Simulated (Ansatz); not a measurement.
One crystal and one scan (energy over volume and axial ratio) at two levels, PBE (plane waves to 420 eV, PAW, scalar-relativistic; Ansatz, a first-principles code) and PBEsol (plane waves to 420 eV, PAW, scalar-relativistic; Ansatz), each from its own relaxed cell and on its own mesh. The cell shown is that of PBE.

BeO (wurtzite)

```
BeO
1.0
    2.71181     0.00000     0.00000
   -1.35591     2.34850     0.00000
    0.00000     0.00000     4.40456
Be O
2 2
Cartesian
  1.35591   0.78283   0.00656
  0.00000   1.56567   2.20884
  1.35591   0.78283   2.74717
  0.00000   1.56567   0.54489
```

Grid over V/V₀ and (c/a)/(c/a)₀, subscript 0 meaning the relaxed cell; the conventional c axis lies along z; no internal relaxation.

The energy includes the smearing's −TS. BeO was relaxed with its symmetry unable to fall. As the atoms are clamped, bonds stretch with the cell, which overstates energies and stresses. Percentages come from the unrounded values.

Results of PBE:

```
Item                                                                                          Value
--------------------------------------------------------------------------------------------  -----
Lattice constant a (Å)                                                                        2.712
Lattice constant c (Å)                                                                        4.405
Relaxed volume (Å³/atom)                                                                       7.01
Band gap of the relaxed cell, no spin-orbit coupling (eV)                                      7.45
Modulus against c/a change at fixed volume, (3/4V)·∂²E/∂(ln c/a)² (fit, atoms clamped) (GPa)    201
```

Q: What does PBEsol give for the same quantities?

A: 
```csv
quantity,PBEsol,PBE − PBEsol
Lattice constant a (Å),2.693,+0.019 (+0.7 %)
Lattice constant c (Å),4.373,+0.032 (+0.7 %)
Relaxed volume (Å³/atom),6.87,+0.14 (+2.1 %)
"Band gap of the relaxed cell, no spin-orbit coupling (eV)",7.51,-0.06 (-0.7 %)
"Modulus against c/a change at fixed volume, (3/4V)·∂²E/∂(ln c/a)² (fit, atoms clamped) (GPa)",211,-10 (-5 %)
```

PBE gives the higher value for: lattice constant a; lattice constant c; relaxed volume. PBE gives the lower value for: modulus against c/a change at fixed volume. They agree on: band gap of the relaxed cell, no spin-orbit coupling (within 1.5 %).

(A scan under strain: stresses follow from slopes of the energy per volume, elastic moduli from its curvatures.)
